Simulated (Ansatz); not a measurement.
Crystal: MnSb.

```
Sb Mn
1.0
     0.00000    2.79502    2.79502
     2.79502    0.00000    2.79502
     2.79502    2.79502    0.00000
Sb Mn
1 1
Direct
  0.50000 0.50000 0.50000
  0.00000 0.00000 0.00000
```

The cell comes from a database or a generator and needn't be the stable form of this composition.

Base run:

```yaml
Program: Ansatz 0.2.0
Functional: PBE
Potentials_or_basis: Ansatz PAW
Cutoff: "420 eV (not typed: the program's choice for these potentials)"
k_mesh: 7 × 7 × 7
Occupations: fermi-dirac, width 0.05 eV
Spin: collinear spin, ferromagnetic start
Starting_moments: "[0.0, 4.0] μB"
Fixed_moment: 4 μB
```

Its results: pressure 0.7 GPa; site moments Sb -0.07; Mn +3.88 μB.

Problem. The run is repeated on the same cell with these changes: fixed moment from 4 μB to 2 μB; moments at the start from [0.0, 4.0] to [0.0, 2.0]. What comes out?

Solution. Pressure -9.3 GPa; site moments Sb -0.20; Mn +2.34 μB.

Caveats: the total moment is fixed, so each spin has its own Fermi level; a cell with one magnetic atom can't hold antiferromagnetic order, which such compounds often take; the thresholds are loose for stress.
